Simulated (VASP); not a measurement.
A run of VASP 6.6.1:

Contents of INCAR:

```
SYSTEM = MnS
PREC = Accurate
ENCUT = 520
EDIFF = 1E-7
ISMEAR = -1
SIGMA = 0.05
LREAL = .False.
LASPH = .True.
NELM = 100
ALGO = Normal
ISIF = 2
LWAVE = .False.
LCHARG = .True.
ISPIN = 2
MAGMOM = 4 0
LORBIT = 11
LMAXMIX = 4
GGA = PS
LELF = .True.
LVHAR = .True.
NBANDS = 20
```

The input KPOINTS:

```
Automatic mesh
0
Gamma
  9 9 9
  0 0 0
```

File POSCAR:

```
MnS
1.0
    0.0000000000      2.6045000000      2.6045000000
    2.6045000000      0.0000000000      2.6045000000
    2.6045000000      2.6045000000      0.0000000000
Mn S
1 1
Direct
    0.0000000000      0.0000000000      0.0000000000
    0.5000000000      0.5000000000      0.5000000000
```

Potentials or basis: VASP PAW PBE potentials, release 64 (Mn_pv, S).

Launch:

```sh
$ cat potpaw_PBE.64/Mn_pv/POTCAR potpaw_PBE.64/S/POTCAR > POTCAR
$ mpirun -np 1 vasp_std > vasp.out
```

Hardware: 1 thread of Intel(R) Xeon(R) 6975P-C (Granite Rapids), with other jobs on the host.

How long does it take, and how much memory?

Run time: 26 s on 1 thread of Intel(R) Xeon(R) 6975P-C (Granite Rapids), on a shared host, peak memory 0.18 GiB. Counts: scf iterations 16, k points 35.
